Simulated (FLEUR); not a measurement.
# Sn (I4/mmm) in FLEUR: convergence with lmax

Aim: find how far lmax must go before the results for Sn settle, at PBE. This setting moves, with any that are tied to it; all else stays.

All numbers are computed with FLEUR MaX-R8.1 (later development tree); they aren't measurements. Logs are shortened: lines on timing, memory, paths and dates and some standing lists are left out, and cuts for length are marked.

### Step 1. Starting point

The structure is tetragonal, space group I4/mmm (No. 139). Conventional cell: a = 4.058 Å, b = 4.058 Å, c = 3.322 Å, α = 90.00°, β = 90.00°, γ = 90.00°. Sn (site symmetry 4/mmm) has 10 Sn at 3.32 Å as nearest neighbours.

This isn't the form of Sn at room conditions, which is tetragonal (white tin).

### Step 2. With lmax 4

inp.xml

```xml
<?xml version="1.0" encoding="UTF-8" standalone="no"?>
<fleurInput fleurInputVersion="0.39">
   <comment>
      Sn                                                                                                  
   </comment>
   <calculationSetup>
      <cutoffs Kmax="4.1" Gmax="12.7" GmaxXC="12.7" numbands="0"/>
      <scfLoop itmax="60" minDistance="0.00001" maxIterBroyd="15" imix="Anderson" alpha="0.05" precondParam="0.0" spinf="2.0" sdNocoIR="T"/>
      <coreElectrons ctail="T" frcor="F" kcrel="0" coretail_lmax="0"/>
      <xcFunctional name="pbe" relativisticCorrections="F"/>
      <magnetism jspins="1"/>
      <soc l_soc="F" theta="0.0" phi="0.0" spav="F"/>
      <expertModes spex="0" secvar="F"/>
      <geometryOptimization l_f="T" forcealpha="1.0" forcemix="BFGS" epsdisp="0.0005" epsforce="0.0002"/>
      <ldaU l_linMix="F" mixParam="0.05" spinf="1.0"/>
   </calculationSetup>
   <cell>
      <bzIntegration valenceElectrons="22.0" mode="hist" fermiSmearingEnergy="0.00183747">
         <kPointListSelection listName="default-1"/>
         <!-- k-points included here -->
         <xi:include xmlns:xi="http://www.w3.org/2001/XInclude" href="kpts.xml"> </xi:include>
      </bzIntegration>
      <!-- symmetry operations included here -->
      <xi:include xmlns:xi="http://www.w3.org/2001/XInclude" href="sym.xml"> </xi:include>
      <bulkLattice scale="1.0">
         <bravaisMatrix>
            <row-1>   -3.8346122417283861     3.8346122417283861     3.1383815390375442</row-1>
            <row-2>    3.8346122417283861    -3.8346122417283861     3.1383815390375442</row-2>
            <row-3>    3.8346122417283861     3.8346122417283861    -3.1383815390375442</row-3>
         </bravaisMatrix>
      </bulkLattice>
   </cell>
   <atomSpecies>
      <species name="Tin (Sn)" element="Sn" atomicNumber="50">
         <mtSphere radius="2.66" gridPoints="879" logIncrement="0.015"/>
         <atomicCutoffs lmax="4" lnonsphr="3"/>
         <electronConfig flipSpins="F">
            <coreConfig>(1s1/2) (2s1/2) (2p1/2) (2p3/2) (3s1/2) (3p1/2) (3p3/2) (3d3/2) (3d5/2)</coreConfig>
            <valenceConfig>(4s1/2) (4p1/2) (4p3/2) (5s1/2) (4d3/2) (4d5/2) (5p1/2) (5p3/2)</valenceConfig>
            <stateOccupation state="(5p1/2)" spinUp="0.333333" spinDown="0.333333"/>
            <stateOccupation state="(5p3/2)" spinUp="0.666667" spinDown="0.666667"/>
         </electronConfig>
         <energyParameters s="5" p="5" d="4" f="4"/>
         <lo type="SCLO" l="0" n="4" eDeriv="0"/>
         <lo type="SCLO" l="1" n="4" eDeriv="0"/>
         <lo type="SCLO" l="1" n="4" eDeriv="1"/>
         <lo type="SCLO" l="2" n="4" eDeriv="2"/>
         <lo type="SCLO" l="3" n="4" eDeriv="2"/>
      </species>
   </atomSpecies>
   <atomGroups>
      <atomGroup species="Tin (Sn)">
         <relPos label="                   1">.0000000000 .0000000000 .0000000000</relPos>
         <force calculate="T" relaxXYZ="TTT"/>
      </atomGroup>
   </atomGroups>
   <output dos="F" band="F" slice="F">
      <checks vchk="F" cdinf="F"/>
      <bandDOS minEnergy="-.5*Htr" maxEnergy="0.5*Htr" sigma="0.015" storeEVData="T"/>
      <vacuumDOS vacdos="F" integ="F" star="F" nstars="0" locx1="0.0" locy1="0.0" locx2="0.0" locy2="0.0" nstm="0" tworkf="0.0"/>
      <unfoldingBand unfoldBand="F" supercellX="1" supercellY="1" supercellZ="1"/>
      <plotting iplot="0" polar="F">
         <plot TwoD="T" vec1="  1.0  0.0  0.0" vec2="  0.0  1.0  0.0" vec3="  0.0  0.0  1.0" zero="  0.0  0.0  0.0" file="plot"/>
      </plotting>
      <chargeDensitySlicing numkpt="0" minEigenval="0.0" maxEigenval="0.0" nnne="0" pallst="F"/>
      <specialOutput eonly="F"/>
      <moessbauerParams electricFieldGradient="T" isomerShift="T" coreHyperfine="T" valenceHyperfine="T"/>
      <magneticCircularDichroism mcd="F" energyLo="-10.0" energyUp="0.0"/>
   </output>
  <!-- We include the file relax.xml here to enable relaxations (see documentation) -->
  <xi:include xmlns:xi="http://www.w3.org/2001/XInclude" href="relax.xml"> <xi:fallback/> </xi:include>
</fleurInput>
```

crystal.txt

```
Sn
&input cartesian=F /
-2.0291894110  2.0291894110  1.6607599896
2.0291894110  -2.0291894110  1.6607599896
2.0291894110  2.0291894110  -1.6607599896
1.8897261246
1.0 1.0 1.0

1
50 0.0000000000  0.0000000000  0.0000000000

&kpt div1=8 div2=8 div3=8 gamma=T /
```

Potentials or basis: all-electron, FLAPW.

Command:

```bash
> inpgen -f crystal.txt -profile fastHighL
> # inp.xml edited to the form shown
> fleur_MPI
```

Wall time 4.7 s (1 thread of Arm Neoverse V2, shared host); peak memory 0.05 GiB.

The program failed during the run.

### Step 3. With lmax 5

inp.xml: that of step 2 with these lines changed.

```diff
@@ -35,3 +35,3 @@
          <mtSphere radius="2.66" gridPoints="879" logIncrement="0.015"/>
-         <atomicCutoffs lmax="4" lnonsphr="3"/>
+         <atomicCutoffs lmax="5" lnonsphr="3"/>
          <electronConfig flipSpins="F">
```

crystal.txt is that of step 2.

Potentials or basis: all-electron, FLAPW.

Command:

```bash
> inpgen -f crystal.txt -profile fastHighL
> # inp.xml edited to the form shown
> fleur_MPI
```

Run time: 15 s. Hardware: 1 thread of Arm Neoverse V2, shared host; peak memory 0.05 GiB.

Results:

* Free energy: -168141.4959 eV
* Band gap on the k mesh: none (metal or under the smearing width)
* Valence electrons inside the program's atomic spheres: Sn 20.18 (radii Sn 2.66 bohr)

### Step 4. With lmax 6

inp.xml: that of step 3 with these lines changed.

```diff
@@ -35,3 +35,3 @@
          <mtSphere radius="2.66" gridPoints="879" logIncrement="0.015"/>
-         <atomicCutoffs lmax="5" lnonsphr="3"/>
+         <atomicCutoffs lmax="6" lnonsphr="4"/>
          <electronConfig flipSpins="F">
```

crystal.txt is that of step 3.

Command:

```bash
> inpgen -f crystal.txt -profile fastHighL
> # inp.xml edited to the form shown
> fleur_MPI
```

Wall time 16 s (1 thread of Arm Neoverse V2, shared host); peak memory 0.05 GiB.

Results:

| Property | Result |
| --- | --- |
| Free energy | -168141.4929 eV |
| Band gap on the k mesh | none (metal or under the smearing width) |
| Valence electrons inside the program's atomic spheres | Sn 20.18 (radii Sn 2.66 bohr) |

### Step 5. With lmax 7

inp.xml: that of step 4 with these lines changed.

```diff
@@ -35,3 +35,3 @@
          <mtSphere radius="2.66" gridPoints="879" logIncrement="0.015"/>
-         <atomicCutoffs lmax="6" lnonsphr="4"/>
+         <atomicCutoffs lmax="7" lnonsphr="5"/>
          <electronConfig flipSpins="F">
```

crystal.txt is that of step 4.

Command:

```bash
> inpgen -f crystal.txt -profile fastHighL
> # inp.xml edited to the form shown
> fleur_MPI
```

Run time: 17 s. Hardware: 1 thread of Arm Neoverse V2, shared host; peak memory 0.05 GiB.

What came out:

| Property | Result |
| --- | --- |
| Free energy | -168141.4936 eV |
| Band gap on the k mesh | none (metal or under the smearing width) |
| Valence electrons inside the program's atomic spheres | Sn 20.18 (radii Sn 2.66 bohr) |

### Step 6. With lmax 8

inp.xml: that of step 5 with these lines changed.

```diff
@@ -35,3 +35,3 @@
          <mtSphere radius="2.66" gridPoints="879" logIncrement="0.015"/>
-         <atomicCutoffs lmax="7" lnonsphr="5"/>
+         <atomicCutoffs lmax="8" lnonsphr="6"/>
          <electronConfig flipSpins="F">
```

crystal.txt is that of step 5.

Potentials or basis: all-electron, FLAPW.

Command:

```bash
> inpgen -f crystal.txt -profile fastHighL
> # inp.xml edited to the form shown
> fleur_MPI
```

Wall time 19 s (1 thread of Arm Neoverse V2, shared host); peak memory 0.06 GiB.

Results:

| Item | Value |
| --- | --- |
| Free energy | -168141.4938 eV |
| Band gap on the k mesh | none (metal or under the smearing width) |
| Valence electrons inside the program's atomic spheres | Sn 20.18 (radii Sn 2.66 bohr) |

### Step 7. With lmax 10

inp.xml: that of step 6 with these lines changed.

```diff
@@ -35,3 +35,3 @@
          <mtSphere radius="2.66" gridPoints="879" logIncrement="0.015"/>
-         <atomicCutoffs lmax="8" lnonsphr="6"/>
+         <atomicCutoffs lmax="10" lnonsphr="8"/>
          <electronConfig flipSpins="F">
```

crystal.txt is that of step 6.

Command:

```bash
> inpgen -f crystal.txt -profile fastHighL
> # inp.xml edited to the form shown
> fleur_MPI
```

It took 26 s on 1 thread of Arm Neoverse V2, shared host; peak memory 0.07 GiB.

What came out:

- Free energy: -168141.4938 eV
- Band gap on the k mesh: none (metal or under the smearing width)
- Valence electrons inside the program's atomic spheres: Sn 20.18 (radii Sn 2.66 bohr)

### Step 8. With lmax 12

inp.xml: that of step 7 with these lines changed.

```diff
@@ -35,3 +35,3 @@
          <mtSphere radius="2.66" gridPoints="879" logIncrement="0.015"/>
-         <atomicCutoffs lmax="10" lnonsphr="8"/>
+         <atomicCutoffs lmax="12" lnonsphr="8"/>
          <electronConfig flipSpins="F">
```

crystal.txt is that of step 7.

Potentials or basis: all-electron, FLAPW.

Command:

```bash
> inpgen -f crystal.txt -profile fastHighL
> # inp.xml edited to the form shown
> fleur_MPI
```

The log of the run:

```text
Welcome to FLEUR        (www.flapw.de)
      MaX-Release 8.1          (www.max-centre.eu)

 ========== k-point set info ==========
 Selected k-point list: default-1
 k-point list type: mesh
 8 x 8 x 8
 Number of k points: 59

 ------------Calculation Setup---------------------------
 Number of MPI-tasks      :            1
 Number of PE/node        :            1
 Number of OMP-threads    :            1
 Most efficient MPI parallelization for:
           1          59
 Additional eigenvalue parallelization possible
 Number of basis functions:          267
 Approximate size of matrices (H+S) per k-point:         0.001 GB
 --------------------------------------------------------
 Iteration:     1   Distance:       4.19800494 me/bohr^3
 Iteration:     2   Distance:       3.92279791 me/bohr^3
 Iteration:     3   Distance:       1.38262083 me/bohr^3
 Iteration:     4   Distance:       0.12625584 me/bohr^3
 Iteration:     5   Distance:       0.11451708 me/bohr^3
 Iteration:     6   Distance:       0.00863179 me/bohr^3
 Iteration:     7   Distance:       0.00544933 me/bohr^3
 Iteration:     8   Distance:       0.00243845 me/bohr^3
 Iteration:     9   Distance:       0.00011743 me/bohr^3
 Iteration:    10   Distance:       0.00011047 me/bohr^3
 Iteration:    11   Distance:       0.00001380 me/bohr^3
 Iteration:    12   Distance:       0.00000209 me/bohr^3

 ********************************************************************
 Run finished successfully
 Stop message:
   Structural relaxation: Done
 ********************************************************************
```

out.xml (last iteration):

```text
<iteration numberForCurrentRun="   13" overallNumber="   13">
         <energyParameters units="Htr">
            <atomicEP atomType="1" spin="1" branch="5s" branchLowest="-4.48" branchHighest="0.68" value="0.0097965812"/>
            <atomicEP atomType="1" spin="1" branch="5p" branchLowest="-2.85" branchHighest="1.29" value="0.2318464311"/>
            <atomicEP atomType="1" spin="1" branch="4d" branchLowest="-16.94" branchHighest="-0.48" value="-0.4930761526"/>
            <atomicEP atomType="1" spin="1" branch="4f" branchLowest="-9.99" branchHighest="1.81" value="0.5873911097"/>
            <loAtomicEP atomType="1" spin="1" branch="4s" branchLowest="-30.60" branchHighest="-4.48" value="-4.4767356211"/>
            <loAtomicEP atomType="1" spin="1" branch="4p" branchLowest="-25.21" branchHighest="-2.85" value="-2.8598895100"/>
            <loAtomicEP atomType="1" spin="1" branch="4p" branchLowest="-25.21" branchHighest="-2.85" value="-2.8598895100"/>
            <loAtomicEP atomType="1" spin="1" branch="4d" branchLowest="-16.94" branchHighest="-0.48" value="-0.5057934527"/>
            <loAtomicEP atomType="1" spin="1" branch="4f" branchLowest="-9.99" branchHighest="1.81" value="0.5873927979"/>
         </energyParameters>
         <eigenvalues>
            <eigenvaluesAt spin="1" ikpt="1" k_x="0.00000000" k_y="0.00000000" k_z="0.00000000">
                      -4.4767411501       -2.8514760571       -2.8513317628       -2.8513317628       -0.5123168389
                      -0.5094344453       -0.5094344453       -0.5092865494       -0.5053162560       -0.1252196760
                       0.5291526433        0.5291526433        0.6237405195        0.6590135411        0.7018330385
                       0.7403040997        0.7403040997        0.8092623676
            </eigenvaluesAt>
            <eigenvaluesAt spin="1" ikpt="2" k_x="0.00000000" k_y="0.00000000" k_z="0.12500000">
                      -4.4767403736       -2.8514804276       -2.8513478776       -2.8513307036       -0.5117568008
                      -0.5095634706       -0.5095179177       -0.5085983302       -0.5055540201       -0.1144455407
                       0.4273553631        0.5367970580        0.5927318056        0.6850343723        0.7099551502
                       0.7146177920        0.7566701659        0.8160868030
            </eigenvaluesAt>
            <eigenvaluesAt spin="1" ikpt="3" k_x="0.00000000" k_y="0.00000000" k_z="0.25000000">
                      -4.4767385102       -2.8514911095       -2.8513869356       -2.8513281818       -0.5106408162
                      -0.5098755041       -0.5098689689       -0.5065668441       -0.5061266030       -0.0822623429
                       0.2918878304        0.5424648433        0.5539311231        0.6826266327        0.6865545455
                       0.7155598746        0.7159754421        0.9611408180
            </eigenvaluesAt>
            <eigenvaluesAt spin="1" ikpt="4" k_x="0.00000000" k_y="0.00000000" k_z="0.37500000">
                      -4.4767366376       -2.8515017121       -2.8514258302       -2.8513256334       -0.5108922346
                      -0.5101864962       -0.5088915138       -0.5066922690       -0.5045073104       -0.0307549320
                       0.1748848657        0.5061864185        0.5642753802        0.6694303538        0.6918205497
[... 15 lines left out ...]
            <state n="2" l="0" j="0.5" energy="-160.3789431856" weight="1.0000000000"/>
            <state n="2" l="1" j="0.5" energy="-149.7749688393" weight="1.0000000000"/>
            <state n="2" l="1" j="1.5" energy="-141.2987542910" weight="2.0000000000"/>
            <state n="3" l="0" j="0.5" energy="-30.5957802404" weight="1.0000000000"/>
            <state n="3" l="1" j="0.5" energy="-26.2891467448" weight="1.0000000000"/>
            <state n="3" l="1" j="1.5" energy="-24.7412657148" weight="2.0000000000"/>
            <state n="3" l="2" j="1.5" energy="-17.1326368436" weight="2.0000000000"/>
            <state n="3" l="2" j="2.5" energy="-16.8131263833" weight="3.0000000000"/>
         </coreStates>
         <allElectronCharges>
            <spinDependentCharge spin="1" total="50.0000000" interstitial="1.8192167" mtSpheres="48.1807833"/>
            <totalCharge value="49.9999999999"/>
         </allElectronCharges>
         <moessbauerParams unitsHFF="kG" unitsIS="e/bohr^3" unitsEFG="Htr/bohr^2">
            <coreIsomerShift atomType="1" isTotal="193625.66446">
               <shell n="1" l="0" isomerShift="169345.41269"/>
               <shell n="2" l="0" isomerShift="19846.80309"/>
               <shell n="2" l="1" isomerShift="477.90513"/>
               <shell n="3" l="0" isomerShift="3855.30649"/>
               <shell n="3" l="1" isomerShift="100.23705"/>
               <shell n="3" l="2" isomerShift="0.00002"/>
            </coreIsomerShift>
            <isomerShift atomType="1" nucleusRadius="0.0001161" averageDensity="194477.52093"/>
            <electricFieldGradient atomType="1" VXX="-0.05535" VYY="-0.05535" VZZ="0.11069" asymParam="0.00000">
            </electricFieldGradient>
         </moessbauerParams>
         <totalEnergy                                    value="    -6179.0857602192" units="Htr">
            <sumOfEigenvalues                            value="    -3728.5955430056">
               <coreElectrons value="-3697.9098647658"/>
               <valenceElectrons value="-30.6856782398"/>
            </sumOfEigenvalues>
            <densityCoulombPotentialIntegral value="-10018.1833918284"/>
            <densityEffectivePotentialIntegral value="-10233.9758043916"/>
            <chargeDenXCDenIntegral value="-165.3563940782"/>
            <FockExchangeEnergyValence value="0.0000000000"/>
            <FockExchangeEnergyCore value="0.0000000000"/>
            <atomTypeDependentContributions atomType="1">
               <electronNucleiInteractionDifferentMTs value="7486.7281768610"/>
               <MadelungTerm value="-23.2897547517"/>
            </atomTypeDependentContributions>
            <tkbTimesEntropy value="0.0001667397"/>
            <freeEnergy value="-6179.0859269589"/>
            <extrapolationTo0K value="-6179.0858435890"/>
         </totalEnergy>
         <totalForcesOnRepresentativeAtoms units="Htr/bohr">
            <forceTotal atomType="1" x="0.000000" y="0.000000" z="0.000000" F_x="0.00000000" F_y="0.00000000" F_z="0.00000000"/>
         </totalForcesOnRepresentativeAtoms>
      </iteration>
```

It took 33 s on 1 thread of Arm Neoverse V2, shared host; peak memory 0.08 GiB.

What came out:

```
Free energy                                           : -168141.4938 eV
Band gap on the k mesh                                : none (metal or under the smearing width)
Valence electrons inside the program's atomic spheres : Sn 20.18 (radii Sn 2.66 bohr)
```

### Step 9. The series at a glance

| lmax | energy less the tightest run, at zero smearing (meV/atom) | SCF cycles | CPU time (s) | peak memory (GiB) |
| --- | --- | --- | --- | --- |
| 4 | crashed | - | - | - |
| 5 | -2.05 | 13 | 15 | 0.05 |
| 6 | 0.93 | 13 | 16 | 0.05 |
| 7 | 0.16 | 13 | 17 | 0.05 |
| 8 | 0.05 | 13 | 19 | 0.06 |
| 10 | -0.01 | 13 | 26 | 0.07 |
| 12 | 0.00 | 13 | 33 | 0.08 |

Against the tightest run, the energy stays within 1 meV/atom from 6 on. The tightest run that finished is the yardstick and may itself not be fully converged.
